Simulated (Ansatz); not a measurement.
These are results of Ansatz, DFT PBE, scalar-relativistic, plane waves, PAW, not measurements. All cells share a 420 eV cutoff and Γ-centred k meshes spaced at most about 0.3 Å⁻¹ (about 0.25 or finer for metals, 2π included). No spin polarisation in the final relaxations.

These are static total energies at zero pressure.

Compare these two cells of Sn, each relaxed at this level.

A.

```
CELL_PARAMETERS angstrom
4.36737 0.00000 0.00000
-2.18369 3.78226 0.00000
0.00000 0.00000 6.52045
ATOMIC_POSITIONS crystal
Sn 0.66667 0.33333 0.74390
Sn 0.66667 0.33333 0.25610
Sn 0.00000 0.00000 0.00000
```

B.

```
CELL_PARAMETERS angstrom
6.09199 0.00000 0.00000
0.00000 6.09199 0.00000
0.00000 0.00000 6.09199
ATOMIC_POSITIONS crystal
Sn 0.50000 0.50000 0.00000
Sn 0.00000 0.50000 0.50000
Sn 0.50000 0.00000 0.50000
Sn 0.50000 0.50000 0.50000
Sn 0.50000 0.00000 0.00000
Sn 0.00000 0.50000 0.00000
Sn 0.00000 0.00000 0.50000
```

Task: Which form is favoured at zero pressure, and by what margin per atom?

Result: A is lower, by 20 meV/atom. A has space group P-6m2 (No. 187), 35.9 Å³/atom and no gap on its mesh; B has space group Pm-3m (No. 221), 32.3 Å³/atom and no gap. Counting all near atoms (those within 1.25 times the shortest distance at each site; a slash parts the counts of unlike sites), A has Sn 5/6 and B has Sn 4/6. The lower one is the more open, so pressure narrows the difference. In A, around Sn on a site of symmetry 3m lie 5 Sn at 3.02–3.34 Å; Sn on a site of symmetry -6m2 has 6 Sn at 3.02 Å. In B, Sn on a site of symmetry 4/mmm is surrounded by 6 Sn at 3.05 Å; Sn on a site of symmetry m-3m has 6 Sn at 3.05 Å; Sn on a second site of symmetry 4/mmm has 4 Sn at 3.05 Å. Both come from invented guesses. The part of the Crystallography Open Database at hand lists Sn in space groups No. 15, 139, 141, 225, 227; no cell shown has one of them.

Cells relaxed within their symmetry can be saddle points.
